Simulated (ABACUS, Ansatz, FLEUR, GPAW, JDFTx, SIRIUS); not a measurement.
SrCl2: 6 runs at one level of theory

```
CELL_PARAMETERS angstrom
0.00000 3.48835 3.48835
3.48835 0.00000 3.48835
3.48835 3.48835 0.00000
ATOMIC_POSITIONS crystal
Sr 0.99028 0.99978 0.99929
Cl 0.74941 0.75593 0.74881
Cl 0.26038 0.25031 0.24447
```

Atoms were shifted at random by some hundredths of an Å from the given cell, which wasn't relaxed again for these runs.

Alike in all runs: task single point; functional PBEsol; k mesh 7 × 7 × 7; occupations fermi-dirac, width 0.05 eV; no spin polarisation; no spin-orbit coupling. Pressure is positive in compression and, in plane waves, holds the error of the finite cutoff.

```json
{"program and potentials": "SIRIUS, PseudoDojo 0.4.1 PBEsol standard (scalar relativistic)", "plane-wave cutoff (eV)": "937", "notes": "-", "pressure (GPa)": "-1.00", "largest force (eV/Å)": "0.195", "energy over the undisturbed cell (meV/atom)": "-"}
{"program and potentials": "Ansatz, all-electron LAPW, scalar-relativistic", "plane-wave cutoff (eV)": "-", "notes": "-", "pressure (GPa)": "-0.98", "largest force (eV/Å)": "0.196", "energy over the undisturbed cell (meV/atom)": "-"}
{"program and potentials": "ABACUS, PseudoDojo NC SR 0.4.1 PBEsol standard, plane waves", "plane-wave cutoff (eV)": "925", "notes": "-", "pressure (GPa)": "-1.00", "largest force (eV/Å)": "0.195", "energy over the undisturbed cell (meV/atom)": "3.11"}
{"program and potentials": "FLEUR, all-electron, FLAPW", "plane-wave cutoff (eV)": "-", "notes": "-", "pressure (GPa)": "-", "largest force (eV/Å)": "0.197", "energy over the undisturbed cell (meV/atom)": "3.10"}
{"program and potentials": "JDFTx, PseudoDojo-SR-PBEsol-0.4.1-standard with smoothed tails", "plane-wave cutoff (eV)": "925", "notes": "-", "pressure (GPa)": "-1.00", "largest force (eV/Å)": "0.195", "energy over the undisturbed cell (meV/atom)": "3.10"}
{"program and potentials": "GPAW, PAW data sets generated for this functional", "plane-wave cutoff (eV)": "600", "notes": "-", "pressure (GPa)": "-0.91", "largest force (eV/Å)": "0.202", "energy over the undisturbed cell (meV/atom)": "3.20"}
```

Force on atom 1 (Sr), eV/Å:

```
                                        program and potentials       x      y      z
SIRIUS, PseudoDojo 0.4.1 PBEsol standard (scalar relativistic)  -0.005  0.113  0.159
                Ansatz, all-electron LAPW, scalar-relativistic  -0.005  0.113  0.160
   ABACUS, PseudoDojo NC SR 0.4.1 PBEsol standard, plane waves  -0.005  0.113  0.159
                                    FLEUR, all-electron, FLAPW  -0.005  0.114  0.161
JDFTx, PseudoDojo-SR-PBEsol-0.4.1-standard with smoothed tails  -0.005  0.113  0.159
             GPAW, PAW data sets generated for this functional  -0.005  0.117  0.165
```

The pressure spans -1.00 (ABACUS, PseudoDojo NC SR 0.4.1 PBEsol standard, plane waves) to -0.91 GPa (GPAW, PAW data sets generated for this functional), with all-electron results at -0.98.

Differences between rows come from potentials, basis sets and numerical settings, since the functional is the same but for its coding. Runs on potential files found faulty are left out.
